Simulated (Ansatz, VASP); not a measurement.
# SrTiO3 in VASP and in Ansatz

```
Sr Ti O
1.0
     3.89112    0.00000    0.00000
     0.00000    3.89112    0.00000
     0.00000    0.00000    3.89112
Sr Ti O
1 1 3
Direct
  0.00000 0.00000 0.00000
  0.50000 0.50000 0.50000
  0.00000 0.50000 0.50000
  0.50000 0.00000 0.50000
  0.50000 0.50000 0.00000
```

Alike in both runs: functional PBEsol; k mesh 8 × 8 × 8; occupations gaussian, width 0.02 eV; no spin polarisation.

Ansatz relaxed the structure, and its values are those at the end. VASP's run is a single point on that final structure, the one shown.

|  | VASP | Ansatz |
| --- | --- | --- |
| version | VASP 6.6.1 | Ansatz 0.2.0 |
| potentials or method | VASP PAW PBE potentials, release 64 (Sr_sv, Ti_sv, O) | scalar-relativistic, plane waves, PAW |
| plane-wave cutoff (eV) | 520 | 420 |
| valence electrons in the cell | 40 | 40 |

```csv
,VASP,Ansatz,Ansatz less VASP
gap on the k mesh at the Fermi level (eV),1.82,1.85,+0.032
least direct gap on the mesh (eV),2.17,2.19,+0.021
pressure (GPa),0.7,0.0,-0.67
```

Caveats: the PAW data sets were made with another functional, which shifts forces and pressure a little (VASP). A k mesh can miss the band edges.
